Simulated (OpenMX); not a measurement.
# CdSe under changes of volume

One of the cells (28.942 Å³/atom); the others are scaled copies at fixed shape and fractional positions:

```
Cd Se
1.0
     0.00000    3.07027    3.07027
     3.07027    0.00000    3.07027
     3.07027    3.07027    0.00000
Cd Se
1 1
Direct
  0.00000 0.00000 0.00000
  0.25000 0.25000 0.25000
```

Measurements of this composition are mostly on another form, of space group No. 186.

* Program: OpenMX 3.8.5
* Functional: PBE
* Potentials or basis: OpenMX 2013 PBE set, Cd7.0-s3p2d2f1, Se7.0-s3p2d2f1, fixed grid of 48 × 48 × 48 points
* k mesh: 9 × 9 × 9
* Occupations: fermi-dirac, width 0.05 eV
* Spin: no spin polarisation

| volume (Å³/atom) | energy over the lowest point (meV/atom) | gap on the mesh (eV) |
| --- | --- | --- |
| 27.206 | 35.21 | 0.79 |
| 27.784 | 19.90 | 0.75 |
| 28.363 | ? | ? |
| 28.942 | 2.75 | 0.65 |
| 29.521 | 0.00 | 0.60 |
| 30.100 | 0.40 | 0.55 |
| 30.679 | 3.81 | 0.51 |

Task: What does the run at 28.363 Å³/atom give?

Result: Energy over the lowest point 9.14 meV/atom; gap on the mesh 0.70 eV.

Worked out: A Birch-Murnaghan fit of order 3 (a polynomial in V^(-2/3)) to the other rows has its minimum at 29.72 Å³/atom with B0 = V·E''(V) = 45 GPa and B' = 5.2. It gives 9.25 meV/atom at 28.363 Å³/atom, against the run's 9.14. A straight line through the other rows of the gap, of slope -2.38 eV per unit of ln V (its deformation potential), gives 0.70 eV, against the run's 0.70.

Energies are extrapolated to zero smearing.

Caveats: the basis of atomic orbitals isn't converged, which shifts pressures, moduli and gaps.

Spin-orbit coupling on Cd, Se is left out.
